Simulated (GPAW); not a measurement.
A run of GPAW 26.7.0 is set up as follows.

run.py

```python
from ase import Atoms
from ase.dft.bandgap import bandgap
from ase.io import write
from ase.units import Bohr, GPa
from gpaw import GPAW, PW
from gpaw.elf import elf_from_dft_calculation

atoms = Atoms(['Yb'],
              cell=[[0.0, 2.7431, 2.7431],
                    [2.7431, 0.0, 2.7431],
                    [2.7431, 2.7431, 0.0]],
              scaled_positions=[[0.0, 0.0, 0.0]],
              pbc=True)
atoms.set_initial_magnetic_moments([1.0])

calc = GPAW(mode=PW(800),
            xc='PBE',
            kpts={'size': (8, 8, 8), 'gamma': True},
            occupations={'name': 'fermi-dirac', 'width': 0.05},
            nbands=24,
            convergence={'density': 1e-05, 'energy': 1e-05},
            maxiter=150,
            txt='gpaw.txt')
atoms.calc = calc
energy = atoms.get_potential_energy()
forces = atoms.get_forces()
stress = atoms.get_stress()
calc.write('gs.gpw')
write('result.traj', atoms)
print(f'Energy: {energy:.6f} eV')
print('Forces (eV/A):')
print(forces.round(4))
print('Stress (GPa):', (stress / GPa).round(3))
print('Moments:', calc.get_magnetic_moments().round(3))
print('Fermi level:', round(calc.get_fermi_level(), 4), 'eV')
print(f'Gap: {bandgap(calc)[0]:.4f} eV, direct: {bandgap(calc, direct=True)[0]:.4f} eV')

# fields on the real-space grid
write('density.cube', atoms, data=calc.get_pseudo_density() * Bohr**3)
write('potential.cube', atoms, data=calc.get_electrostatic_potential())
write('spin.cube', atoms, data=(calc.get_pseudo_density(spin=0) - calc.get_pseudo_density(spin=1)) * Bohr**3)
write('elf.cube', atoms, data=elf_from_dft_calculation(calc).data)
```

Potentials or basis: GPAW PAW data sets (gpaw-data 1.2.1), pw.

The run is started by

```bash
$ OMP_NUM_THREADS=1 python run.py
```

Problem. What does it give for the net moment?

Solution. 0.00 μB per cell.

Problem. Estimate the band gap on the k mesh.

Solution. None (metal or under the smearing width).

Problem. Predict the pressure.

Solution. -2.1 GPa.

Caveat: one-centre terms of the f shell are cut off; spin-orbit coupling is left out, which moves the levels of the heavy elements. The state reached can hang on the start; a lower one may exist.
